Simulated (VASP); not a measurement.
Write the native input for VASP 6.6.1 that does the following.

| Property | Result |
| --- | --- |
| Task | relaxation of cell and atoms |
| Functional | PBEsol |
| Potentials or basis | VASP PAW PBE potentials, release 64 (Ba_sv, Zr_sv, O) |
| Cutoff | 600 eV |
| k mesh | 6 × 6 × 6 |
| Occupations | gaussian, width 0.03 eV |
| Spin | no spin polarisation |
| Further INCAR settings | ALGO = Normal; EDIFF = 1e-06; IBRION = 2; EDIFFG = -0.01; NSW = 90; ISIF = 3 |

The structure of BaZrO3 lies in POSCAR:

```
BaZrO3
1.0
    4.1913400000      0.0000000000      0.0000000000
    0.0000000000      4.1913400000      0.0000000000
    0.0000000000      0.0000000000      4.1913400000
Ba Zr O
1 1 3
Direct
    0.0000000000      0.0000000000      0.0000000000
    0.5000000000      0.5000000000      0.5000000000
    0.0000000000      0.5000000000      0.5000000000
    0.5000000000      0.0000000000      0.5000000000
    0.5000000000      0.5000000000      0.0000000000
```

One way to write it, as run:

INCAR

```
PREC = Accurate ; ENCUT = 600
EDIFF = 1E-6 ; ISMEAR = 0
SIGMA = 0.03 ; LREAL = F
LASPH = T ; NELM = 80
ALGO = Normal ; ISIF = 3
LWAVE = F ; LCHARG = F
GGA = PS ; IBRION = 2
NSW = 90 ; EDIFFG = -0.01
KPAR = 4
```

KPOINTS

```
regular mesh
0
Gamma
  6 6 6
```

Potentials or basis: VASP PAW PBE potentials, release 64 (Ba_sv, Zr_sv, O).

Command:

```bash
$ cat potpaw_PBE.64/Ba_sv/POTCAR potpaw_PBE.64/Zr_sv/POTCAR potpaw_PBE.64/O/POTCAR > POTCAR
$ mpirun -np 4 vasp_std > vasp.out
```

Results of the run:

```json
{"Relaxed volume": "14.71 Å³/atom", "Relaxed cell": "a = 4.189 Å, b = 4.189 Å, c = 4.189 Å, α = 90.00°, β = 90.00°, γ = 90.00°", "Space group after relaxing (to 0.05 Å)": "Pm-3m (No. 221)", "Energy gained by relaxing": "0.0 meV/atom", "Ionic steps": "3", "Pressure after relaxing": "0.0 GPa", "Band gap on the k mesh": "3.11 eV, indirect (least direct gap 3.33 eV)"}
```

Caveat: the PAW data sets were made with another functional, which shifts forces and pressure a little; spin-orbit coupling is left out, which moves the levels of the heavy elements.

Wall time 20 s on 4 MPI ranks on AMD EPYC 9R45 (Zen 5) (shared host), peak memory 0.22 GiB a rank.
